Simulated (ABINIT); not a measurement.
A run of ABINIT 10.8.3 (patched build) is set up as follows.

Contents of run.abi:

```
# Pseudopotentials
pp_dirpath "./"
pseudos "Te.upf, Ti.upf"

# Structure
acell 3*1.0 Angstrom
rprim
     3.7770000000     0.0000000000     0.0000000000
    -1.8885000000     3.2709779501     0.0000000000
     0.0000000000     0.0000000000     6.4980000000
ntypat 2
znucl 52 22
natom 3
typat 1 1 2
xred
     0.3388330000     0.6607440000     0.7419060000
     0.6673940000     0.3380020000     0.2672440000
    -0.0012540000    -0.0001860000     0.0024000000
chkprim 0
chksymtnons 0
tolsym 1.0e-6

# Plane-wave basis
ecut 42.0

# k points
kptopt 1
ngkpt 8 8 4
nshiftk 1
shiftk 0.0 0.0 0.0

# Exchange and correlation
ixc -116133

# Bands and occupations
nband 27
occopt 3
tsmear 0.05 eV

# SCF cycle
nstep 100
tolvrs 1.0e-10

# Output
iomode 3
prtwf 0
prtden 0
prteig 0
prtebands 0
enunit 1
```

Potentials or basis: PseudoDojo NC SR PBEsol v0.4.1 standard.

Run with:

```sh
$ abinit run.abi > log 2>&1
```

Task: Estimate the band gap on the k mesh.

Result: None (metal or under the smearing width).

Task: What does it give for the largest force?

Result: 0.202 eV/Å.

Stress tensor (GPa, compression positive):
```
-2.45  0.17  0.49
 0.17 -2.15 -0.44
 0.49 -0.44 -1.77
```

The run has no spin-orbit coupling, so splittings on Te are missing.
